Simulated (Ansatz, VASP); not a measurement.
# One calculation of CdS (Hawleyite), two programs

INCAR

```
  PREC = Accurate
  ENCUT = 520
  EDIFF = 1E-7
  ISMEAR = 0
  SIGMA = 0.028000000000000004
  LREAL = False
  LASPH = True
  NELM = 60
  ALGO = Normal
  ISIF = 2
  LWAVE = False
  LCHARG = True
  GGA = PE
  LELF = True
  LVHAR = True
  NBANDS = 16
```

File KPOINTS:

```
regular mesh
0
Gamma
  8 8 8
```

Contents of POSCAR:

```
CdS
1.0
    0.0000000000      2.9165000000      2.9165000000
    2.9165000000      0.0000000000      2.9165000000
    2.9165000000      2.9165000000      0.0000000000
Cd S
1 1
Direct
    0.0000000000      0.0000000000      0.0000000000
    0.7500000000      0.7500000000      0.7500000000
```

Contents of input.yaml:

```yaml
crystal:
  lattice:
    - [0.0, 2.9165, 2.9165]
    - [2.9165, 0.0, 2.9165]
    - [2.9165, 2.9165, 0.0]
  atoms:
    - { symbol: Cd, position: [0.0, 0.0, 0.0] }
    - { symbol: S, position: [0.75, 0.75, 0.75] }
kpoints:
  mp_grid: { grid: [8, 8, 8] }
scf:
  occupations: { method: gaussian, width: 0.028 }
hamiltonian:
  xc: pbe
  pseudopotentials: { kind: all_electron, lapw: { basis_error: 0.001 } }
output:
  forces: true
  stress: true
  eigenvalues: true
```

Alike in both runs: task single point; functional PBE; k mesh 8 × 8 × 8; occupations gaussian, width 0.028 eV; no spin polarisation.

```csv
,VASP,Ansatz
version,VASP 6.6.1,Ansatz 0.2.0
potentials or method,"VASP PAW PBE potentials, release 64 (Cd, S)","all-electron LAPW, scalar-relativistic"
plane-wave cutoff (eV),520,see its input
```

```tsv
	VASP	Ansatz	Ansatz less VASP
gap on the k mesh at the Fermi level (eV)	1.15	1.15	-0.004
least direct gap on the mesh (eV)	1.15	1.15	-0.004
pressure (GPa)	3.2	2.9	-0.33
```

Ansatz ran all-electron here, so the differences hold the error of VASP's frozen core and of both bases.

PBE gaps usually lie below the measured ones, often by a third to a half.
